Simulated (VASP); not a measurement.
# TiSi2: relaxation of cell and atoms with PBEsol

The system is TiSi2.

```
Ti Si
1.0
     0.00000    4.11752    4.26290
     2.38951    0.00000    4.26290
     2.38951    4.11752    0.00000
Ti Si
2 4
Cartesian
  3.5843 6.1763 6.3943
  2.3895 4.1175 4.2629
  1.1948 3.3975 2.1314
  1.1948 0.7200 2.1314
  2.3895 1.3387 4.2629
  2.3895 6.8963 4.2629
```

The cell is a database's computed one.

```yaml
Program: VASP 6.6.1
Task: relaxation of cell and atoms
Functional: PBEsol
Potentials_or_basis: VASP PAW PBE potentials, release 64 (Ti_sv, Si)
Cutoff: 600 eV
k_mesh: 7 × 7 × 7
Occupations: fermi-dirac, width 0.05 eV
Spin: no spin polarisation
Further_INCAR_settings: ALGO = Normal; EDIFF = 1e-06; IBRION = 2; EDIFFG = -0.01; NSW = 60; ISIF = 3
```

```
Relaxed volume                         : 13.79 Å³/atom
Relaxed cell                           : a = 5.899 Å, b = 4.879 Å, c = 4.724 Å, α = 75.78°, β = 53.30°, γ = 50.93°
Space group after relaxing (to 0.05 Å) : Fddd (No. 70)
Energy gained by relaxing              : 1.6 meV/atom
Ionic steps                            : 7
Pressure after relaxing                : 0.0 GPa
Band gap on the k mesh                 : none (metal or under the smearing width)
```

Stress tensor (GPa, compression positive):
```
 0.10  0.00  0.00
 0.00 -0.01  0.00
 0.00  0.00 -0.04
```

The path:
```tsv
step	energy change (eV)	largest force (eV/Å)	pressure (GPa)	volume (Å³)
1	0.0000	0.0487	-1.81	83.88
2	-0.0057	0.0415	1.46	81.98
3	-0.0088	0.0448	0.21	82.68
4	-0.0093	0.0258	-0.08	82.78
5	-0.0093	0.0300	-0.02	82.76
6	-0.0095	0.0187	0.00	82.75
7	-0.0096	0.0013	0.02	82.74
```

Final structure:
```
Ti Si
1.0
     0.00000    4.08133    4.25933
     2.37977    0.00000    4.25933
     2.37977    4.08133    0.00000
Ti Si
2 4
Direct
  0.75000 0.75000 0.75000
  0.50000 0.50000 0.50000
  0.41346 0.08654 0.41346
  0.08654 0.41346 0.08654
  0.16346 0.83654 0.16346
  0.83654 0.16346 0.83654
```

Levels at points of the mesh, in eV from the Fermi level:
| k point | band 18 | band 19 | band 20 | band 21 | band 22 | band 23 |
| --- | --- | --- | --- | --- | --- | --- |
| (0.00, 0.00, 0.00) | -2.01 | -1.75 | -1.35 | -0.93 | 2.08 | 3.19 |

It took 6 min on 1 thread of Intel(R) Xeon(R) 6975P-C (Granite Rapids), with other jobs on the host, peak memory 0.36 GiB.

Caveat: the PAW data sets were made with another functional, which shifts forces and pressure a little.
